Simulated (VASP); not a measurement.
# VASP inputs for Ge (strained diamond)

INCAR

```
ALGO = Normal
LASPH = .TRUE.
METAGGA = R2SCAN
ENCUT = 520
LWAVE = .FALSE.
NELM = 120
ISIF = 2
NSW = 0
EDIFF = 1E-7
PREC = Accurate
LREAL = .FALSE.
SIGMA = 0.02
NBANDS = 21
LCHARG = .FALSE.
ISMEAR = -1
IBRION = -1
```

KPOINTS

```
KPOINTS created by Atomic Simulation Environment
0
Gamma
8 8 8
0 0 0
```

KPOINTS_OPT

```
special points
6
Reciprocal
0.0000000000 0.0000000000 0.0000000000 1
0.5000000000 0.0000000000 0.5000000000 1
0.6250000000 0.2500000000 0.6250000000 1
0.3750000000 0.3750000000 0.7500000000 1
0.5000000000 0.5000000000 0.5000000000 1
0.5000000000 0.2500000000 0.7500000000 1
```

POSCAR

```
Ge
 1.0000000000000000
     0.0000000000000000    2.8368735120999999    2.8085047770000000
     2.8368735120999999    0.0000000000000000    2.8085047770000000
     2.8368735120999999    2.8368735120999999    0.0000000000000000
 Ge
   2
Cartesian
  0.0000000000000000  0.0000000000000000  0.0000000000000000
  1.4184367560500000  1.4184367560500000  1.4042523885000000
```

VASP ran with the recommended PBE PAW datasets (28 valence electrons in the cell).

Task: Estimate the main results of this run.

Result: gap between bands v and c 0.36 eV; least direct gap 0.36 eV; pressure 0.8 GPa.

Band v is the last that the valence electrons fill when counted band by band, and c is the next. Levels in eV from the top of v:

```
point    v−1      v     c   c+1
    Γ  -0.08   0.00  0.36  2.62
    X  -3.26  -3.26  0.95  0.95
    K  -4.56  -2.88  1.28  4.27
    L  -1.59  -1.49  0.39  3.91
    W  -4.12  -4.12  4.58  4.58
```
